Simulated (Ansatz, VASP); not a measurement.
**Two plane-wave programs on HfH2**

```
CELL_PARAMETERS angstrom
-1.73246 1.73246 2.15357
1.73246 -1.73246 2.15357
1.73246 1.73246 -2.15357
ATOMIC_POSITIONS crystal
Hf 0.00000 0.00000 0.00000
H 0.75000 0.25000 0.50000
H 0.25000 0.75000 0.50000
```

Alike in both runs: functional r2SCAN; k mesh 16 × 16 × 16; occupations gaussian, width 0.1 eV; no spin polarisation.

Ansatz relaxed the structure, and its values are those at the end. VASP's run is a single point on that final structure, the one shown.

|  | VASP | Ansatz |
| --- | --- | --- |
| version | VASP 6.6.1 | Ansatz 0.2.0 |
| potentials or method | VASP PAW PBE potentials, release 64 (Hf_pv, H) | scalar-relativistic, plane waves, PAW |
| plane-wave cutoff (eV) | 520 | 500 |
| valence electrons in the cell | 12 | 28 |

|  | VASP | Ansatz | Ansatz less VASP |
| --- | --- | --- | --- |
| gap on the k mesh at the Fermi level (eV) | none | none | - |
| pressure (GPa) | -1.1 | 0.0 | +1.06 |

A gap of «none» marks a metal or a gap that the smearing closes. The two sets of potentials don't hold the same shells in valence.

Caveats: the PAW data sets were made with another functional, which shifts forces and pressure a little (VASP). Spin-orbit coupling is left out, which matters for the levels of Hf.
